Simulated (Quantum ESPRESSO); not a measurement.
# In2Se2, 1 layer, rectangular cell, stepped through strain along the second axis, part 4 of 7

What law, if any, do the results for In2Se2, 1 layer, rectangular cell follow against strain along the second axis?

Quantum ESPRESSO 7.5; plane-wave DFT, PBE, GBRV ultrasoft pseudopotentials.

So far. Step 2 (Relaxing cell and ions of the reference):  The last row is no step: it is a fresh SCF in the final cell with a new plane-wave basis, +1 meV from the row before. Step 3 (Relaxing the ions, -4 %): The relaxation lowers the energy by 5 meV an atom.

### Step 6. Bands along a path, -4 %

Bands along a path place the edges.

The input, m0.bands.in:

```
&control
  prefix = 'm0.bands'
  outdir = './out'
  pseudo_dir = './pseudo'
  calculation = 'bands'
/
&system
  ibrav = 0
  nat = 8
  ntyp = 2
  ecutwfc = 40
  ecutrho = 200
  occupations = 'smearing'
  smearing = 'fd'
  degauss = 0.002
  nbnd = 44
/
&electrons
  conv_thr = 1e-07
  mixing_beta = 0.4
  electron_maxstep = 120
  mixing_mode = 'plain'
/
ATOMIC_SPECIES
  Se  78.9710  se_pbe_v1.uspp.F.UPF
  In  114.8180  in_pbe_v1.4.uspp.F.UPF
CELL_PARAMETERS angstrom
  4.08092491800000 0.00000000000000 0.00000000000000
  0.00000000000000 6.78517261248000 0.00000000000000
  0.00000000000000 0.00000000000000 20.14290946400000
ATOMIC_POSITIONS crystal
  Se  0.000000000000 0.335978992000 0.364518898600
  Se  0.500000000000 0.835979114000 0.364518653900
  In  0.000000000000 -0.002646010200 0.430055427200
  In  0.500000000000 0.497354570900 0.430055444400
  In  0.000000000000 -0.002646010200 0.569944572800
  In  0.500000000000 0.497354570900 0.569944555600
  Se  0.000000000000 0.335978992000 0.635481101400
  Se  0.500000000000 0.835979114000 0.635481346100
K_POINTS crystal_b
5
  0.0000000000 0.0000000000 0.0000000000 12
  0.5000000000 0.0000000000 0.0000000000 12
  0.5000000000 0.5000000000 0.0000000000 12
  0.0000000000 0.5000000000 0.0000000000 12
  0.0000000000 0.0000000000 0.0000000000 1
```

Launch:

```console
cp -r out/m0.scf.save out/m0.bands.save
cp out/m0.scf.xml out/m0.bands.xml
OMP_NUM_THREADS=1 mpirun -n 4 pw.x -nk 4 -in m0.bands.in > m0.bands.out
```

Log:

```text
[banner, memory and clock lines left out]
Program PWSCF v.7.5 starts

          URL

     Atomic positions and unit cell read from directory:
     ./out/m0.bands.save/

     Found identity + ( -0.5000 -0.5000 -0.0000) symmetry
     This is a supercell, fractional translations are disabled
     Message from routine setup:
     using ibrav=0 with symmetry is DISCOURAGED, use correct ibrav instead

     G-vector sticks info

     bravais-lattice index     =            0
     lattice parameter (alat)  =       7.7118  a.u.
     unit-cell volume          =    3763.9020 (a.u.)^3
     number of atoms/cell      =            8
     number of atomic types    =            2
     number of electrons       =        76.00
     number of Kohn-Sham states=           44
     kinetic-energy cutoff     =      40.0000  Ry
     charge density cutoff     =     200.0000  Ry
     Exchange-correlation=  SLA  PW   PBX  PBC
                           (   1   4   3   4   0   0   0)

     celldm(1)=   7.711830  celldm(2)=   0.000000  celldm(3)=   0.000000
     celldm(4)=   0.000000  celldm(5)=   0.000000  celldm(6)=   0.000000

     crystal axes: (cart. coord. in units of alat)
               a(1) = (   1.000000   0.000000   0.000000 )
               a(2) = (   0.000000   1.662656   0.000000 )
               a(3) = (   0.000000   0.000000   4.935869 )

     reciprocal axes: (cart. coord. in units 2 pi/alat)
               b(1) = (  1.000000  0.000000  0.000000 )
               b(2) = (  0.000000  0.601447  0.000000 )
               b(3) = (  0.000000  0.000000  0.202599 )

     PseudoPot. # 1 for Se read from file:
     ./pseudo/se_pbe_v1.uspp.F.UPF
     Pseudo is Ultrasoft + core correction, Zval =  6.0
     Generated by new atomic code, or converted to UPF format
     Using radial grid of  877 points,  6 beta functions with:
                l(1) =   0
                l(2) =   0
                l(3) =   1
                l(4) =   1
                l(5) =   2
                l(6) =   2
     Q(r) pseudized with  8 coefficients,  rinner =    1.300   1.300   1.300
                                                       1.300   1.300

     PseudoPot. # 2 for In read from file:
     ./pseudo/in_pbe_v1.4.uspp.F.UPF
     Pseudo is Ultrasoft + core correction, Zval = 13.0
     Generated by new atomic code, or converted to UPF format
     Using radial grid of  889 points,  6 beta functions with:
                l(1) =   0
                l(2) =   0
                l(3) =   1
                l(4) =   1
                l(5) =   2
                l(6) =   2
     Q(r) pseudized with  6 coefficients,  rinner =    1.400   1.400   1.400
                                                       1.400   1.400

     atomic species   valence    mass     pseudopotential
     Se                6.00    78.97100     Se( 1.00)
     In               13.00   114.81800     In( 1.00)

      4 Sym. Ops. (no inversion) found

   Cartesian axes

     site n.     atom                  positions (alat units)
         1        Se     tau(   1) = (   0.0000000   0.5586173   1.7992174  )
         2        Se     tau(   2) = (   0.5000000   1.3899453   1.7992162  )
         3        In     tau(   3) = (   0.0000000  -0.0043994   2.1226971  )
         4        In     tau(   4) = (   0.5000000   0.8269294   2.1226972  )
         5        In     tau(   5) = (   0.0000000  -0.0043994   2.8131716  )
         6        In     tau(   6) = (   0.5000000   0.8269294   2.8131715  )
         7        Se     tau(   7) = (   0.0000000   0.5586173   3.1366513  )
         8        Se     tau(   8) = (   0.5000000   1.3899453   3.1366525  )

     number of k points=    49  Fermi-Dirac smearing, width (Ry)=  0.0020
                       cart. coord. in units 2pi/alat
        k(    1) = (   0.0000000   0.0000000   0.0000000), wk =   0.0408163
        k(    2) = (   0.0416667   0.0000000   0.0000000), wk =   0.0408163
        k(    3) = (   0.0833333   0.0000000   0.0000000), wk =   0.0408163
        k(    4) = (   0.1250000   0.0000000   0.0000000), wk =   0.0408163
        k(    5) = (   0.1666667   0.0000000   0.0000000), wk =   0.0408163
        k(    6) = (   0.2083333   0.0000000   0.0000000), wk =   0.0408163
        k(    7) = (   0.2500000   0.0000000   0.0000000), wk =   0.0408163
        k(    8) = (   0.2916667   0.0000000   0.0000000), wk =   0.0408163
        k(    9) = (   0.3333333   0.0000000   0.0000000), wk =   0.0408163
        k(   10) = (   0.3750000   0.0000000   0.0000000), wk =   0.0408163
        k(   11) = (   0.4166667   0.0000000   0.0000000), wk =   0.0408163
        k(   12) = (   0.4583333   0.0000000   0.0000000), wk =   0.0408163
        k(   13) = (   0.5000000   0.0000000   0.0000000), wk =   0.0408163
        k(   14) = (   0.5000000   0.0250603   0.0000000), wk =   0.0408163
        k(   15) = (   0.5000000   0.0501206   0.0000000), wk =   0.0408163
        k(   16) = (   0.5000000   0.0751809   0.0000000), wk =   0.0408163
        k(   17) = (   0.5000000   0.1002412   0.0000000), wk =   0.0408163
        k(   18) = (   0.5000000   0.1253016   0.0000000), wk =   0.0408163
        k(   19) = (   0.5000000   0.1503619   0.0000000), wk =   0.0408163
        k(   20) = (   0.5000000   0.1754222   0.0000000), wk =   0.0408163
        k(   21) = (   0.5000000   0.2004825   0.0000000), wk =   0.0408163
        k(   22) = (   0.5000000   0.2255428   0.0000000), wk =   0.0408163
        k(   23) = (   0.5000000   0.2506031   0.0000000), wk =   0.0408163
        k(   24) = (   0.5000000   0.2756634   0.0000000), wk =   0.0408163
        k(   25) = (   0.5000000   0.3007237   0.0000000), wk =   0.0408163
        k(   26) = (   0.4583333   0.3007237   0.0000000), wk =   0.0408163
        k(   27) = (   0.4166667   0.3007237   0.0000000), wk =   0.0408163
        k(   28) = (   0.3750000   0.3007237   0.0000000), wk =   0.0408163
        k(   29) = (   0.3333333   0.3007237   0.0000000), wk =   0.0408163
        k(   30) = (   0.2916667   0.3007237   0.0000000), wk =   0.0408163
        k(   31) = (   0.2500000   0.3007237   0.0000000), wk =   0.0408163
        k(   32) = (   0.2083333   0.3007237   0.0000000), wk =   0.0408163
        k(   33) = (   0.1666667   0.3007237   0.0000000), wk =   0.0408163
        k(   34) = (   0.1250000   0.3007237   0.0000000), wk =   0.0408163
        k(   35) = (   0.0833333   0.3007237   0.0000000), wk =   0.0408163
        k(   36) = (   0.0416667   0.3007237   0.0000000), wk =   0.0408163
        k(   37) = (   0.0000000   0.3007237   0.0000000), wk =   0.0408163
        k(   38) = (   0.0000000   0.2756634   0.0000000), wk =   0.0408163
        k(   39) = (   0.0000000   0.2506031   0.0000000), wk =   0.0408163
[...]
-15.1965 -15.1965 -15.0930 -15.0930 -15.0923 -15.0923 -14.9754 -14.9754
   -14.9034 -14.9034 -14.8603 -14.8603 -14.8563 -14.8563 -14.7754 -14.7754
   -14.7282 -14.7282 -14.5921 -14.5921 -12.9923 -12.9923 -12.9001 -12.9001
    -6.2865  -6.2865  -4.9334  -4.9334  -3.4871  -3.4871  -2.8415  -2.8415
    -2.6719  -2.6719  -2.4568  -2.4568  -1.3096  -1.3096   1.8263   1.8264
     2.1245   2.1245   3.2332   3.2333

          k = 0.1250 0.3007 0.0000 ( 16094 PWs)   bands (ev):

   -15.1872 -15.1872 -15.0919 -15.0919 -15.0808 -15.0808 -14.9750 -14.9750
   -14.9043 -14.9043 -14.8632 -14.8632 -14.8580 -14.8580 -14.7745 -14.7745
   -14.7270 -14.7270 -14.5964 -14.5964 -13.0466 -13.0466 -12.9522 -12.9521
    -6.2766  -6.2766  -4.8255  -4.8255  -3.4134  -3.4133  -2.8302  -2.8301
    -2.5758  -2.5758  -2.3810  -2.3810  -1.2730  -1.2730   1.7583   1.7583
     2.0693   2.0693   3.3412   3.3412

          k = 0.0833 0.3007 0.0000 ( 16082 PWs)   bands (ev):

   -15.1808 -15.1808 -15.0905 -15.0905 -15.0720 -15.0720 -14.9743 -14.9743
   -14.9055 -14.9055 -14.8650 -14.8650 -14.8587 -14.8587 -14.7742 -14.7742
   -14.7258 -14.7258 -14.5997 -14.5997 -13.0878 -13.0877 -12.9916 -12.9916
    -6.2748  -6.2748  -4.7529  -4.7529  -3.3749  -3.3749  -2.8320  -2.8320
    -2.4455  -2.4455  -2.2764  -2.2764  -1.2546  -1.2545   1.6528   1.6528
     1.9033   1.9033   3.5720   3.5720

          k = 0.0417 0.3007 0.0000 ( 16104 PWs)   bands (ev):

   -15.1771 -15.1771 -15.0893 -15.0893 -15.0666 -15.0666 -14.9737 -14.9737
   -14.9067 -14.9066 -14.8659 -14.8659 -14.8589 -14.8589 -14.7741 -14.7741
   -14.7251 -14.7251 -14.6019 -14.6019 -13.1134 -13.1134 -13.0162 -13.0162
    -6.2759  -6.2759  -4.7121  -4.7121  -3.3599  -3.3599  -2.8375  -2.8375
    -2.3326  -2.3326  -2.1865  -2.1865  -1.2478  -1.2478   1.5569   1.5569
     1.7515   1.7515   3.6887   3.6887

          k = 0.0000 0.3007 0.0000 ( 16078 PWs)   bands (ev):

   -15.1759 -15.1759 -15.0889 -15.0888 -15.0648 -15.0648 -14.9734 -14.9734
   -14.9071 -14.9070 -14.8661 -14.8661 -14.8589 -14.8589 -14.7741 -14.7741
   -14.7247 -14.7247 -14.6026 -14.6026 -13.1221 -13.1221 -13.0246 -13.0246
    -6.2766  -6.2766  -4.6991  -4.6991  -3.3563  -3.3563  -2.8401  -2.8401
    -2.2879  -2.2879  -2.1510  -2.1510  -1.2466  -1.2465   1.5182   1.5182
     1.6920   1.6920   3.6577   3.6577

          k = 0.0000 0.2757 0.0000 ( 16092 PWs)   bands (ev):

   -15.1880 -15.1654 -15.0917 -15.0838 -15.0820 -15.0467 -14.9737 -14.9733
   -14.9093 -14.9048 -14.8716 -14.8639 -14.8606 -14.8537 -14.7766 -14.7715
   -14.7252 -14.7242 -14.6094 -14.5962 -13.1973 -13.0967 -13.0457 -12.9515
    -6.2967  -6.2652  -4.8210  -4.5914  -3.4901  -3.2005  -2.8716  -2.7838
    -2.3601  -2.2169  -2.2136  -2.0835  -1.2809  -1.2242   1.4958   1.5179
     1.5496   1.8480   3.5597   3.7515

          k = 0.0000 0.2506 0.0000 ( 16118 PWs)   bands (ev):

   -15.2007 -15.1573 -15.0983 -15.0929 -15.0759 -15.0281 -14.9741 -14.9733
   -14.9115 -14.9026 -14.8771 -14.8686 -14.8553 -14.8484 -14.7789 -14.7687
   -14.7256 -14.7238 -14.6165 -14.5902 -13.2703 -13.1667 -12.9692 -12.8784
    -6.3230  -6.2642  -4.9521  -4.5017  -3.5988  -3.0264  -2.8826  -2.7003
    -2.4292  -2.2799  -2.1384  -2.0152  -1.3284  -1.2119   1.4249   1.4551
     1.4917   2.0106   3.4700   3.6726

          k = 0.0000 0.2255 0.0000 ( 16120 PWs)   bands (ev):

   -15.2134 -15.1517 -15.1134 -15.0932 -15.0651 -15.0091 -14.9748 -14.9735
   -14.9136 -14.9004 -14.8824 -14.8729 -14.8502 -14.8432 -14.7810 -14.7656
   -14.7259 -14.7233 -14.6239 -14.5846 -13.3400 -13.2336 -12.8939 -12.8065
    -6.3533  -6.2750  -5.0870  -4.4315  -3.6803  -2.8776  -2.8383  -2.5892
    -2.4943  -2.3394  -2.0636  -1.9474  -1.3895  -1.2077   1.3198   1.4011
     1.4385   2.1682   3.3865   3.5687

          k = 0.0000 0.2005 0.0000 ( 16086 PWs)   bands (ev):

   -15.2255 -15.1483 -15.1272 -15.0929 -15.0520 -14.9901 -14.9755 -14.9736
   -14.9156 -14.8983 -14.8873 -14.8768 -14.8454 -14.8381 -14.7830 -14.7622
   -14.7261 -14.7227 -14.6315 -14.5794 -13.4056 -13.2965 -12.8209 -12.7370
    -6.3854  -6.2972  -5.2208  -4.3800  -3.7341  -2.8609  -2.6403  -2.5546
    -2.4531  -2.3946  -1.9905  -1.8813  -1.4634  -1.2095   1.2348   1.3388
     1.3591   2.2989   3.3083   3.4694

          k = 0.0000 0.1754 0.0000 ( 16094 PWs)   bands (ev):

   -15.2367 -15.1466 -15.1396 -15.0922 -15.0377 -14.9764 -14.9739 -14.9715
   -14.9173 -14.8964 -14.8920 -14.8803 -14.8410 -14.8333 -14.7847 -14.7585
   -14.7263 -14.7222 -14.6394 -14.5748 -13.4662 -13.3547 -12.7517 -12.6712
    -6.4175  -6.3294  -5.3489  -4.3447  -3.7617  -2.8366  -2.6094  -2.4447
    -2.4374  -2.2969  -1.9208  -1.8184  -1.5478  -1.2157   1.1690   1.2562
     1.2729   2.3679   3.2354   3.4187

          k = 0.0000 0.1504 0.0000 ( 16106 PWs)   bands (ev):

   -15.2469 -15.1505 -15.1458 -15.0914 -15.0231 -14.9773 -14.9743 -14.9537
   -14.9190 -14.8962 -14.8946 -14.8832 -14.8370 -14.8289 -14.7864 -14.7545
   -14.7265 -14.7218 -14.6475 -14.5707 -13.5210 -13.4072 -12.6877 -12.6105
    -6.4480  -6.3687  -5.4675  -4.3219  -3.7662  -2.8081  -2.6580  -2.4892
    -2.2344  -2.1269  -1.8558  -1.7599  -1.6394  -1.2246   1.1201   1.1343
     1.2075   2.3454   3.1683   3.4541

          k = 0.0000 0.1253 0.0000 ( 16080 PWs)   bands (ev):

   -15.2556 -15.1599 -15.1457 -15.0906 -15.0091 -14.9783 -14.9745 -14.9372
   -14.9203 -14.8999 -14.8930 -14.8856 -14.8335 -14.8250 -14.7877 -14.7497
   -14.7266 -14.7214 -14.6558 -14.5671 -13.5692 -13.4533 -12.6303 -12.5562
    -6.4756  -6.4112  -5.5735  -4.3083  -3.7523  -2.7784  -2.7000  -2.5277
    -2.0373  -1.9506  -1.7973  -1.7335  -1.7074  -1.2351   0.9994   1.0856
     1.1461   2.2447   3.1082   3.3936

          k = 0.0000 0.1002 0.0000 ( 16080 PWs)   bands (ev):

   -15.2630 -15.1676 -15.1459 -15.0899 -14.9964 -14.9792 -14.9749 -14.9228
   -14.9216 -14.9030 -14.8916 -14.8877 -14.8306 -14.8217 -14.7888 -14.7445
   -14.7266 -14.7210 -14.6642 -14.5640 -13.6099 -13.4922 -12.5810 -12.5096
    -6.4994  -6.4530  -5.6640  -4.3008  -3.7261  -2.7502  -2.7349  -2.5597
    -1.8531  -1.8245  -1.7767  -1.7468  -1.6621  -1.2465   0.8594   1.0625
     1.0917   2.1071   3.0565   3.3322

          k = 0.0000 0.0752 0.0000 ( 16070 PWs)   bands (ev):

   -15.2688 -15.1735 -15.1462 -15.0892 -14.9858 -14.9800 -14.9751 -14.9225
   -14.9109 -14.9057 -14.8906 -14.8891 -14.8282 -14.8189 -14.7897 -14.7389
   -14.7266 -14.7207 -14.6726 -14.5616 -13.6424 -13.5233 -12.5410 -12.4719
    -6.5187  -6.4900  -5.7368  -4.2972  -3.6944  -2.7624  -2.7258  -2.5849
    -1.9061  -1.7057  -1.6900  -1.6254  -1.6158  -1.2587   0.7247   1.0468
     1.0478   1.9672   3.0147   3.2824

          k = 0.0000 0.0501 0.0000 ( 16035 PWs)   bands (ev):

   -15.2729 -15.1778 -15.1464 -15.0887 -14.9806 -14.9777 -14.9753 -14.9230
   -14.9074 -14.9020 -14.8901 -14.8897 -14.8266 -14.8170 -14.7903 -14.7331
   -14.7266 -14.7205 -14.6803 -14.5599 -13.6662 -13.5460 -12.5116 -12.4442
    -6.5328  -6.5190  -5.7901  -4.2957  -3.6645  -2.7823  -2.7069  -2.6031
    -1.9714  -1.6754  -1.5983  -1.5572  -1.4816  -1.2722   0.6090   1.0132
     1.0392   1.8492   2.9839   3.2458

          k = 0.0000 0.0251 0.0000 ( 16045 PWs)   bands (ev):

   -15.2754 -15.1804 -15.1467 -15.0884 -14.9810 -14.9754 -14.9727 -14.9235
   -14.9086 -14.8965 -14.8907 -14.8892 -14.8256 -14.8158 -14.7907 -14.7282
   -14.7266 -14.7203 -14.6864 -14.5589 -13.6807 -13.5598 -12.4935 -12.4273
    -6.5415  -6.5374  -5.8226  -4.2953  -3.6430  -2.7942  -2.6950  -2.6141
    -2.0139  -1.6568  -1.5817  -1.4650  -1.3905  -1.2872   0.5287   0.9924
     1.0348   1.7706   2.9650   3.2234

          k = 0.0000 0.0000 0.0000 ( 16087 PWs)   bands (ev):

   -15.2763 -15.1813 -15.1467 -15.0883 -14.9812 -14.9755 -14.9710 -14.9237
   -14.9090 -14.8948 -14.8910 -14.8891 -14.8253 -14.8154 -14.7908 -14.7266
   -14.7263 -14.7202 -14.6889 -14.5585 -13.6856 -13.5644 -12.4875 -12.4216
    -6.5444  -6.5437  -5.8335  -4.2952  -3.6352  -2.7982  -2.6909  -2.6178
    -2.0287  -1.6505  -1.5761  -1.4293  -1.3578  -1.2960   0.4997   0.9854
     1.0335   1.7429   2.9587   3.2158

     XML data file, pseudopotentials, collected wavefunctions

                                        0.00s GPU  (     680 calls)
```

Elapsed: 3.6 min, on 4 MPI ranks of Arm Neoverse V2, shared host; peak memory 0.88 GiB; 14 min of CPU time.

Read from the output:

```
valence top, on the run's zero : -1.208 eV
gap by band count              : 1.707 eV
```

Band numbers count within the set of bands kept for display. Electronic bands along the path, in eV, zero at the highest filled level of the SCF mesh; v1 is the highest filled band, c1 the lowest empty one:

```csv
point,v4,v3,v2,v1,c1,c2,c3,c4
Γ,-0.35,-0.21,-0.13,-0.07,1.72,2.21,2.26,2.97
halfway,-0.92,-0.91,-0.76,-0.03,2.61,2.94,3.00,3.84
X,-1.39,-1.39,-0.60,-0.60,2.99,2.99,3.10,3.10
halfway,-1.33,-1.33,-0.77,-0.77,2.74,2.74,2.77,2.77
S,-1.09,-1.09,-0.93,-0.93,2.40,2.40,2.46,2.46
halfway,-1.25,-1.25,-0.24,-0.24,2.99,2.99,3.04,3.04
Y,-0.93,-0.93,-0.02,-0.02,2.74,2.74,2.92,2.92
halfway,-0.63,-0.54,-0.42,0.00,2.34,2.36,2.43,3.57
Γ,-0.35,-0.21,-0.13,-0.07,1.72,2.21,2.26,2.97
```

Along this path the valence top lies near Y and the conduction bottom at Γ.

[end of part 4 of 7]

[Logs are printed without paths, hosts, clocks, repeated set-up lines and the standing remarks that a program may print on its own settings, such as how far it seeks lower states.]

[Hosts, paths, dates, database ids (printed as entryN), source tags and the programs' standing remarks are cut or masked in the printed files.]

[Maps of the electrostatic potential energy from Ansatz leave out the sawtooth potential of an applied field or a dipole correction, so their vacuum need not be flat; planar profiles and work functions include it.]
